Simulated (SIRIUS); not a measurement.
Here is a SIRIUS 7.12.0 calculation.

File sirius.json:

```json
{
  "control": {
    "processing_unit": "cpu",
    "verbosity": 2,
    "num_bands_to_print": 17,
    "print_forces": true,
    "print_stress": true
  },
  "parameters": {
    "electronic_structure_method": "pseudopotential",
    "xc_functionals": ["XC_GGA_X_PBE_SOL", "XC_GGA_C_PBE_SOL"],
    "gk_cutoff": 9.4,
    "pw_cutoff": 18.8,
    "ngridk": [8, 8, 8],
    "shiftk": [0, 0, 0],
    "smearing": "fermi_dirac",
    "smearing_width": 0.0018374661,
    "num_bands": 17,
    "num_mag_dims": 0,
    "num_dft_iter": 100,
    "energy_tol": 1e-08,
    "density_tol": 1e-06
  },
  "iterative_solver": {
    "type": "davidson",
    "min_tolerance": 1e-10
  },
  "mixer": {
    "type": "anderson",
    "beta": 0.7,
    "max_history": 8
  },
  "settings": {
    "tol_ne": 1e-10,
    "pseudo_grid_cutoff": 6.5
  },
  "unit_cell": {
    "lattice_vectors": [
      [0.0, 5.234541365213, 5.234541365213],
      [5.234541365213, 0.0, 5.234541365213],
      [5.234541365213, 5.234541365213, 0.0]
    ],
    "atom_coordinate_units": "lattice",
    "atom_types": ["Te", "Be"],
    "atom_files": {
      "Be": "Be.json",
      "Te": "Te.json"
    },
    "atoms": {
      "Te": [
        [0.75, 0.75, 0.75]
      ],
      "Be": [
        [0.0, 0.0, 0.0]
      ]
    }
  }
}
```

Potentials or basis: PseudoDojo 0.4.1 PBEsol standard (scalar relativistic).

Run with:

```sh
$ upf_to_json Be.upf
$ upf_to_json Te.upf
$ OMP_NUM_THREADS=1 sirius.scf --input=sirius.json --output=out.json --task=0
```

(1) What does it give for the band gap on the k mesh?

(2) Estimate the pressure.

Answers

(1) 1.75 eV.

(2) 2.4 GPa.

Caveat: spin-orbit coupling is left out, which moves the levels of the heavy elements.
